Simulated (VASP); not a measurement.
# LiNbO3 (R3c) in VASP: further runs

The runs below take LiNbO3 through relaxation of cell and atoms, with r2SCAN.

All numbers are computed with VASP 6.6.1; they aren't measurements. Logs are shortened: lines on timing, memory, paths and dates and some standing lists are left out, and cuts for length are marked.

## Step 1: Starting point

The structure is trigonal, space group R3c (No. 161). Conventional cell: a = 5.152 Å, b = 5.152 Å, c = 13.869 Å, α = 90.00°, β = 90.00°, γ = 120.00°. Around Li (site symmetry 3) lie 6 O at 2.07 to 2.24 Å. Nb (site symmetry 3) is surrounded by 6 O at 1.88 to 2.13 Å. O (site symmetry 1) has 2 Nb at 1.88 to 2.13 Å and 1 Li at 2.07 Å as nearest neighbours.

## Step 2: Relaxation of cell and atoms, r2SCAN

INCAR

```
SYSTEM = LiNbO3
  PREC = Accurate
  ENCUT = 600
  EDIFF = 1E-6
  ISMEAR = 0
  SIGMA = 0.03
  LREAL = .False.
  LASPH = .True.
  NELM = 80
  ALGO = Normal
  ISIF = 3
  LWAVE = .False.
  LCHARG = .False.
  METAGGA = R2SCAN
  LMIXTAU = .True.
  IBRION = 2
  NSW = 90
  EDIFFG = -0.01
  KPAR = 4
```

KPOINTS

```
regular mesh
0
Gamma
  6 6 6
  0 0 0
```

POSCAR

```
LiNbO3
1.0
    2.5758000000      1.4871388234      4.6230000000
   -2.5758000000      1.4871388234      4.6230000000
    0.0000000000     -2.9742776468      4.6230000000
Li Nb O
2 2 6
Direct
    0.2815000000      0.2815000000      0.2815000000
    0.7815000000      0.7815000000      0.7815000000
    0.0000550000      0.0000550000      0.0000550000
    0.5000550000      0.5000550000      0.5000550000
    0.1123100000      0.3583600000      0.7195900000
    0.7195900000      0.1123100000      0.3583600000
    0.3583600000      0.7195900000      0.1123100000
    0.2195900000      0.8583600000      0.6123100000
    0.8583600000      0.6123100000      0.2195900000
    0.6123100000      0.2195900000      0.8583600000
```

Potentials or basis: VASP PAW PBE potentials, release 64 (Li_sv, Nb_sv, O).

Launch:

```console
$ cat potpaw_PBE.64/Li_sv/POTCAR potpaw_PBE.64/Nb_sv/POTCAR potpaw_PBE.64/O/POTCAR > POTCAR
$ mpirun -np 4 vasp_std > vasp.out
```

OUTCAR:

```text
SYSTEM = LiNbO3
   PREC = Accurate
   ENCUT = 600
   EDIFF = 1E-6
   ISMEAR = 0
   LREAL = .False.
   LASPH = .True.
   NELM = 80
   ISIF = 3
   METAGGA = R2SCAN
   IBRION = 2
   NSW = 90
   EDIFFG = -0.01

 ion  position               nearest neighbor table
   1  0.282  0.282  0.282-   9 2.07  10 2.07   8 2.07   6 2.24   7 2.24   5 2.24
   2  0.782  0.782  0.782-   5 2.07   6 2.07   7 2.07  10 2.24   8 2.24   9 2.24
   3  0.000  0.000  0.000-   7 1.88   6 1.88   5 1.88  10 2.13   8 2.13   9 2.13
   4  0.500  0.500  0.500-   8 1.88  10 1.88   9 1.88   6 2.13   7 2.13   5 2.13
   5  0.112  0.358  0.720-   3 1.88   2 2.07   4 2.13   1 2.24
   6  0.720  0.112  0.358-   3 1.88   2 2.07   4 2.13   1 2.24
   7  0.358  0.720  0.112-   3 1.88   2 2.07   4 2.13   1 2.24
   8  0.220  0.858  0.612-   4 1.88   1 2.07   3 2.13   2 2.24
   9  0.858  0.612  0.220-   4 1.88   1 2.07   3 2.13   2 2.24
  10  0.612  0.220  0.858-   4 1.88   1 2.07   3 2.13   2 2.24

  LATTYP: Found a trigonal (rhomboedric) cell.
 ALAT       =     5.4971316630
 COS(alpha) =     0.5608812359

  Lattice vectors:

 A1 = (   2.5758000000,   1.4871388234,   4.6230000000)
 A2 = (  -2.5758000000,   1.4871388234,   4.6230000000)
 A3 = (   0.0000000000,  -2.9742776468,   4.6230000000)

Analysis of symmetry for initial positions (statically):
=====================================================================
 Subroutine PRICEL returns:
 Original cell was already a primitive cell.

 Routine SETGRP: Setting up the symmetry group for a
 trigonal (rhombohedral) supercell.

 Subroutine GETGRP returns: Found  6 space group operations
 (whereof  3 operations were pure point group operations)
 out of a pool of 12 trial point group operations.

The static configuration has the point symmetry C_3 .
 The point group associated with its full space group is C_3v.

Analysis of symmetry for dynamics (positions and initial velocities):
=====================================================================
 Subroutine PRICEL returns:
 Original cell was already a primitive cell.

 Routine SETGRP: Setting up the symmetry group for a
 trigonal (rhombohedral) supercell.

 Subroutine GETGRP returns: Found  6 space group operations
 (whereof  3 operations were pure point group operations)
 out of a pool of 12 trial point group operations.

The dynamic configuration has the point symmetry C_3 .
 The point group associated with its full space group is C_3v.

 Subroutine INISYM returns: Found  6 space group operations
 (whereof  3 operations are pure point group operations),
 and found     1 'primitive' translations

----------------------------------------------------------------------------------------

                                     Primitive cell

  volume of cell :     106.2524

  direct lattice vectors                    reciprocal lattice vectors
     2.575800000  1.487138823  4.623000000     0.194114450  0.112072030  0.072103252
    -2.575800000  1.487138823  4.623000000    -0.194114450  0.112072030  0.072103252
     0.000000000 -2.974277647  4.623000000     0.000000000 -0.224144060  0.072103252

  length of vectors
     5.497131663  5.497131663  5.497131663     0.235455810  0.235455810  0.235455810

  position of ions in fractional coordinates (direct lattice)
     0.281500000  0.281500000  0.281500000
     0.781500000  0.781500000  0.781500000
     0.000055000  0.000055000  0.000055000
     0.500055000  0.500055000  0.500055000
     0.112310000  0.358360000  0.719590000
     0.719590000  0.112310000  0.358360000
     0.358360000  0.719590000  0.112310000
     0.219590000  0.858360000  0.612310000
     0.858360000  0.612310000  0.219590000
     0.612310000  0.219590000  0.858360000

  ion indices of the primitive-cell ions
   primitive index   ion index
                 1           1
                 2           2
                 3           3
                 4           4
                 5           5
                 6           6
                 7           7
                 8           8
                 9           9
                10          10

----------------------------------------------------------------------------------------

 KPOINTS: regular mesh

Automatic generation of k-mesh.
 Grid dimensions read from file:
 generate k-points for:    6    6    6

 Generating k-lattice:

  Cartesian coordinates                     Fractional coordinates (reciprocal lattice)
     0.032352408  0.018678672  0.012017209     0.166666667  0.000000000 -0.000000000
    -0.032352408  0.018678672  0.012017209     0.000000000  0.166666667 -0.000000000
     0.000000000 -0.037357343  0.012017209    -0.000000000 -0.000000000  0.166666667

  Length of vectors
     0.039242635  0.039242635  0.039242635

  Shift w.r.t. Gamma in fractional coordinates (k-lattice)
     0.000000000  0.000000000  0.000000000

 Subroutine IBZKPT returns following result:
 ===========================================

 Found     32 irreducible k-points:

 Following reciprocal coordinates:
            Coordinates               Weight
  0.000000  0.000000  0.000000      1.000000
  0.166667  0.000000  0.000000      6.000000
  0.333333  0.000000  0.000000      6.000000
  0.500000  0.000000  0.000000      3.000000
  0.166667  0.166667  0.000000      6.000000
  0.333333  0.166667  0.000000     12.000000
[... 16 lines left out ...]
  0.500000  0.500000  0.166667      6.000000
 -0.333333  0.500000  0.166667     12.000000
 [... further k-points ...]
   k-points           NKPTS =     32   k-points in BZ     NKDIM =     32   number of bands    NBANDS=     40
   number of dos      NEDOS =    301   number of ions     NIONS =     10
   total plane-waves  NPLWV = 110592
   dimension x,y,z NGX =    48 NGY =   48 NGZ =   48
   dimension x,y,z NGXF=    96 NGYF=   96 NGZF=   96
   ions per type =               2   2   6
   NGX,Y,Z   is equivalent  to a cutoff of  14.52, 14.52, 14.52 a.u.
   NGXF,Y,Z  is equivalent  to a cutoff of  29.03, 29.03, 29.03 a.u.
 SYSTEM =  LiNbO3
   PREC   = accura    normal or accurate (medium, high low for compatibility)
   ISTART =      0    job   : 0-new  1-cont  2-samecut
   ICHARG =      2    charge: 1-file 2-atom 10-const
   ISPIN  =      1    spin polarized calculation?
   LNONCOLLINEAR =      F non collinear calculations
   LSORBIT =      F    spin-orbit coupling
   LASPH  =      T    aspherical Exc in radial PAW
   ENCUT  =  600.0 eV  44.10 Ry    6.64 a.u.  10.98 10.98 10.98*2*pi/ulx,y,z
   NELM   =     80;   NELMIN=  2; NELMDL= -5     # of ELM steps
   EDIFF  = 0.1E-05   stopping-criterion for ELM
   LREAL  =      F    real-space projection
   EDIFFG = -.1E-01   stopping-criterion for IOM
   NSW    =     90    number of steps for IOM
   IBRION =      2    ionic relax: 0-MD 1-quasi-New 2-CG
   NFREE  =      1    steps in history (QN), initial steepest desc. (CG)
   ISIF   =      3    stress and relaxation
   ISYM   =      2    0-nonsym 1-usesym 2-fastsym
   POTIM  = 0.5000    time-step for ionic-motion
   TEBEG  =    0.0;   TEEND  =   0.0 temperature during run
   PSTRESS=    0.0 pullay stress
   NELECT =      68.0000    total number of electrons
   NUPDOWN=      -1.0000    fix difference up-down
   EMIN   =  10.00;   EMAX   =-10.00  energy-range for DOS
   EFERMI =   0.00;   METHOD = LEGACY
   ISMEAR =     0;   SIGMA  =   0.03  broadening in eV -4-tet -1-fermi 0-gaus
   EFERMI_NEDOS =   21; number of points for ismear=-14 and -15
   IALGO  =     38    algorithm
   IMIX   =      4    mixing-type and parameters
     AMIX     =   0.40;   BMIX     =  1.00
     AMIX_MAG =   1.60;   BMIX_MAG =  1.00
  volume/ion in A,a.u.               =      10.63        71.70
  Fermi-wavevector in a.u.,A,eV,Ry     =   1.410798  2.666022 27.080374  1.990351
  Thomas-Fermi vector in A             =   2.532715
   LORBIT       =      0    0 simple, 1 ext, 2 COOP (PROOUT), +10 PAW based schemes
   METAGGA = R2SCAN    functional components
   LHFCALC =     F    Hartree Fock is set to
   AEXX    =    0.0000 exact exchange contribution
   IVDW    =     0    specifies the selected vdW correction
   LEPSILON=     F    determine dielectric tensor
   LRPA    =     F    only Hartree local field effects (RPA)
 conjugate gradient relaxation of ions
 non-spin polarized calculation
 Gauss-broadening in eV      SIGMA  =   0.03
  energy-cutoff  :      600.00
  volume of cell :      106.25
 maximum number of plane-waves:      3570
 NGX is ok and might be reduce to    48
   NGX = 21   NGY = 21   NGZ = 21

--------------------------------------- Ionic step        1  -------------------------------------------

 number of electron      68.0000002 magnetization

 Free energy of the ion-electron system (eV)
  ---------------------------------------------------
  ext. energy  EPLUGINS =         0.00000000
  ---------------------------------------------------
  free energy    TOTEN  =      -118.65982684 eV

  energy without entropy =     -118.65982684  energy(sigma->0) =     -118.65982684

------------------------ aborting loop because EDIFF is reached ----------------------------------------

  FORCE on cell =-STRESS in cart. coord.  units (eV):
  Direction    XX          YY          ZZ          XY          YZ          ZX
  --------------------------------------------------------------------------------------
  -------------------------------------------------------------------------------------
  Total        0.0423581      0.0423581      0.0289398      0.0000000     -0.0000000      0.0000000
  in kB        0.6387167      0.6387167      0.4363825      0.0000000     -0.0000000      0.0000000
  external PRESSURE =       0.5712720 kB  Pullay stress =       0.0000000 kB
[... 113 lines left out ...]
  FREE ENERGIE OF THE ION-ELECTRON SYSTEM (eV)
  ---------------------------------------------------
  free  energy   TOTEN  =      -118.6630040314 eV

  energy  without entropy=     -118.6630040314  energy(sigma->0) =     -118.66300403

[... ionic steps 4 to 21 ...]

--------------------------------------- Ionic step       22  -------------------------------------------

 number of electron      68.0000007 magnetization

------------------------ aborting loop because EDIFF is reached ----------------------------------------
[... 83 lines left out ...]
--------------------------------------- Ionic step       24  -------------------------------------------

 number of electron      68.0000007 magnetization

 Free energy of the ion-electron system (eV)
  ---------------------------------------------------
  ext. energy  EPLUGINS =         0.00000000
  ---------------------------------------------------
  free energy    TOTEN  =      -118.66979179 eV

  energy without entropy =     -118.66979179  energy(sigma->0) =     -118.66979179

 E-fermi :   3.4402     XC(G=0): -11.5421

 val. band max:        3.2417520554   @ k =   0.1667   0.1667   0.1667
 cond. band min:       7.2667165779   @ k =   0.5000   0.3333   0.0000
 fundamental gap:      4.0249645224
 Fermi energy:         3.4401561036

 k-point     1 :       0.0000    0.0000    0.0000
  band No.  band energies     occupation
      1     -52.6293      2.00000
      2     -52.6119      2.00000
      3     -40.5241      2.00000
      4     -40.5211      2.00000
      5     -28.2181      2.00000
      6     -28.2181      2.00000
[... 1021 lines left out ...]
     39       8.8552      0.00000
     40       9.0220      0.00000

 [... further k-points ...]

------------------------ aborting loop because EDIFF is reached ----------------------------------------

  FORCE on cell =-STRESS in cart. coord.  units (eV):
  Direction    XX          YY          ZZ          XY          YZ          ZX
  --------------------------------------------------------------------------------------
  -------------------------------------------------------------------------------------
  Total        0.0362193      0.0362193      0.0105752      0.0000000      0.0000000      0.0000000
  in kB        0.5514297      0.5514297      0.1610052      0.0000000      0.0000000      0.0000000
  external PRESSURE =       0.4212882 kB  Pullay stress =       0.0000000 kB
[... 25 lines left out ...]
  FREE ENERGIE OF THE ION-ELECTRON SYSTEM (eV)
  ---------------------------------------------------
  free  energy   TOTEN  =      -118.6697917883 eV

  energy  without entropy=     -118.6697917883  energy(sigma->0) =     -118.66979179

 reached required accuracy - stopping structural energy minimisation
```

Run time: 34 min. Hardware: 4 MPI ranks of AMD EPYC 9R45 (Zen 5), shared host; peak memory 0.46 GiB.

Results:

| Quantity | Value |
| --- | --- |
| Free energy | -118.6698 eV |
| Relaxed volume | 10.52 Å³/atom |
| Relaxed cell | a = 5.490 Å, b = 5.490 Å, c = 5.490 Å, α = 55.67°, β = 55.67°, γ = 55.67° |
| Space group after relaxing (to 0.05 Å) | R3c (No. 161) |
| Energy gained by relaxing | 1.0 meV/atom |
| Ionic steps | 24 |
| Pressure after relaxing | 0.0 GPa |
| Largest force after relaxing | 0.006 eV/Å |
| Band gap on the k mesh | 4.02 eV, indirect (least direct gap 4.07 eV) |

Forces on the atoms (eV/Å):
```
Li   0.000  0.000  0.006
Li   0.000  0.000  0.006
Nb   0.000  0.000 -0.001
Nb   0.000  0.000 -0.001
O    0.005  0.000 -0.002
O   -0.003  0.004 -0.002
O   -0.002 -0.004 -0.002
O    0.002 -0.004 -0.002
O   -0.005  0.000 -0.002
O    0.003  0.004 -0.002
```

The path:
```csv
step,energy change (eV),largest force (eV/Å),pressure (GPa),volume (Å³)
1,0.0000,0.1161,0.06,106.25
2,-0.0028,0.0704,-0.64,106.31
3,-0.0032,0.0724,-0.95,106.34
4,-0.0047,0.0618,-0.78,106.18
5,-0.0077,0.0339,-0.25,105.70
6,-0.0072,0.0454,0.86,104.74
7,-0.0086,0.0183,0.21,105.30
8,-0.0088,0.0155,0.11,105.32
9,-0.0089,0.0186,0.01,105.33
10,-0.0090,0.0258,-0.18,105.36
11,-0.0090,0.0220,-0.11,105.35
12,-0.0092,0.0281,0.01,105.30
13,-0.0092,0.0302,0.06,105.29
14,-0.0092,0.0334,0.13,105.26
15,-0.0092,0.0316,0.08,105.28
16,-0.0093,0.0376,0.02,105.30
17,-0.0095,0.0368,-0.17,105.37
18,-0.0096,0.0327,-0.16,105.36
19,-0.0097,0.0146,-0.11,105.33
20,-0.0097,0.0144,-0.05,105.31
21,-0.0099,0.0139,0.08,105.24
22,-0.0098,0.0183,0.34,105.11
23,-0.0099,0.0153,0.16,105.20
24,-0.0100,0.0056,0.04,105.24
```

Final structure:
```yaml
crystal:
  lattice:
    - [2.56325, 1.47989, 4.62370]
    - [-2.56325, 1.47989, 4.62370]
    - [0.00000, -2.95978, 4.62370]
  atoms:
    - { symbol: Li, position: [0.28239, 0.28239, 0.28239] }
    - { symbol: Li, position: [0.78239, 0.78239, 0.78239] }
    - { symbol: Nb, position: [0.99997, 0.99997, 0.99997] }
    - { symbol: Nb, position: [0.49997, 0.49997, 0.49997] }
    - { symbol: O, position: [0.10677, 0.36340, 0.71928] }
    - { symbol: O, position: [0.71928, 0.10677, 0.36340] }
    - { symbol: O, position: [0.36340, 0.71928, 0.10677] }
    - { symbol: O, position: [0.21928, 0.86340, 0.60677] }
    - { symbol: O, position: [0.86340, 0.60677, 0.21928] }
    - { symbol: O, position: [0.60677, 0.21928, 0.86340] }
```

Levels at points of the mesh, in eV from the valence-band top:
| k point | band 31 | band 32 | band 33 | band 34 | band 35 | band 36 | band 37 | band 38 |
| --- | --- | --- | --- | --- | --- | --- | --- | --- |
| (0.00, 0.00, 0.00) | -0.64 | -0.53 | -0.01 | -0.01 | 4.05 | 4.05 | 4.50 | 5.57 |
| (0.50, 0.00, 0.00) | -0.29 | -0.29 | -0.19 | -0.19 | 4.30 | 4.30 | 5.17 | 5.17 |
| (0.50, 0.50, 0.00) | -0.68 | -0.68 | -0.48 | -0.21 | 4.13 | 4.56 | 5.04 | 5.05 |
| (0.50, 0.50, 0.50) | -0.31 | -0.31 | -0.31 | -0.31 | 5.10 | 5.10 | 5.29 | 5.29 |

Caveat: the cutoff is under 1.25 times the usual one of these potentials, so pressure, stress and relaxed cells hold a basis-set (Pulay) error; the PAW data sets were made with another functional, which shifts forces and pressure a little. A k mesh can miss the band edges.

## Step 3: Relaxation of cell and atoms, r2SCAN

This run uses another cell than the first one, of 10.52 Å³/atom, 0.990 times its volume.

Edit INCAR of step 2 so:

```diff
@@ -3,3 +3,3 @@
   ENCUT = 600
-  EDIFF = 1E-6
+  EDIFF = 1E-7
   ISMEAR = 0
@@ -17,3 +17,3 @@
   NSW = 90
-  EDIFFG = -0.01
+  EDIFFG = -0.005
   KPAR = 4
```

KPOINTS is that of step 2.

POSCAR

```
LiNbO3                                  
1.0
    2.5632454755      1.4798904653      4.6237033073
   -2.5632454755      1.4798904653      4.6237033073
    0.0000000000     -2.9597809306      4.6237033073
  Li              Nb              O             
     2     2     6
Direct
     0.2823913743493100    0.2823913743493100    0.2823913743493100
     0.7823913743493099    0.7823913743493099    0.7823913743493099
     0.9999734683044306    0.9999734683044306    0.9999734683044306
     0.4999734683044310    0.4999734683044310    0.4999734683044310
     0.1067688525151165    0.3633999527633500    0.7192813520677919
     0.7192813520677919    0.1067688525151165    0.3633999527633502
     0.3633999527633501    0.7192813520677919    0.1067688525151165
     0.2192813520677918    0.8633999527633502    0.6067688525151166
     0.8633999527633501    0.6067688525151166    0.2192813520677918
     0.6067688525151167    0.2192813520677918    0.8633999527633502
```

Potentials or basis: VASP PAW PBE potentials, release 64 (Li_sv, Nb_sv, O).

Launch:

```console
$ cat potpaw_PBE.64/Li_sv/POTCAR potpaw_PBE.64/Nb_sv/POTCAR potpaw_PBE.64/O/POTCAR > POTCAR
$ mpirun -np 4 vasp_std > vasp.out
```

It took 11 min on 4 MPI ranks of AMD EPYC 9R45 (Zen 5), shared host; peak memory 0.44 GiB.

It converged, with:

```yaml
Free_energy: -118.6666 eV
Relaxed_volume: 10.53 Å³/atom
Relaxed_cell: a = 5.491 Å, b = 5.491 Å, c = 5.491 Å, α = 55.68°, β = 55.68°, γ = 55.68°
Space_group_after_relaxing_to_0.05_Å: R3c (No. 161)
Energy_gained_by_relaxing: 0.0 meV/atom
Ionic_steps: 6
Pressure_after_relaxing: 0.0 GPa
Largest_force_after_relaxing: 0.004 eV/Å
Band_gap_on_the_k_mesh: 4.03 eV, indirect (least direct gap 4.07 eV)
```

Forces in eV/Å, atoms in the order of the input:
```
Li   0.000  0.000 -0.001
Li   0.000  0.000 -0.001
Nb   0.000  0.000 -0.004
Nb   0.000  0.000 -0.004
O    0.002  0.004  0.002
O   -0.004  0.000  0.002
O    0.002 -0.003  0.002
O   -0.002 -0.003  0.002
O   -0.002  0.004  0.002
O    0.004  0.000  0.002
```

Final structure:
```
Li Nb O
1.0
     2.56422    1.48045    4.62388
    -2.56422    1.48045    4.62388
     0.00000   -2.96090    4.62388
Li Nb O
2 2 6
Direct
  0.28246 0.28246 0.28246
  0.78246 0.78246 0.78246
  0.99998 0.99998 0.99998
  0.49998 0.49998 0.49998
  0.10695 0.36313 0.71930
  0.71930 0.10695 0.36313
  0.36313 0.71930 0.10695
  0.21930 0.86313 0.60695
  0.86313 0.60695 0.21930
  0.60695 0.21930 0.86313
```

Levels at points of the mesh, in eV from the valence-band top:
| k point | band 31 | band 32 | band 33 | band 34 | band 35 | band 36 | band 37 | band 38 |
| --- | --- | --- | --- | --- | --- | --- | --- | --- |
| (0.00, 0.00, 0.00) | -0.64 | -0.52 | -0.01 | -0.01 | 4.06 | 4.06 | 4.51 | 5.58 |
| (0.50, 0.00, 0.00) | -0.29 | -0.29 | -0.19 | -0.19 | 4.30 | 4.30 | 5.17 | 5.17 |
| (0.50, 0.50, 0.00) | -0.68 | -0.68 | -0.48 | -0.21 | 4.13 | 4.56 | 5.04 | 5.05 |
| (0.50, 0.50, 0.50) | -0.31 | -0.31 | -0.31 | -0.31 | 5.09 | 5.09 | 5.29 | 5.29 |

Caveat: the cutoff is under 1.25 times the usual one of these potentials, so pressure, stress and relaxed cells hold a basis-set (Pulay) error; the PAW data sets were made with another functional, which shifts forces and pressure a little.
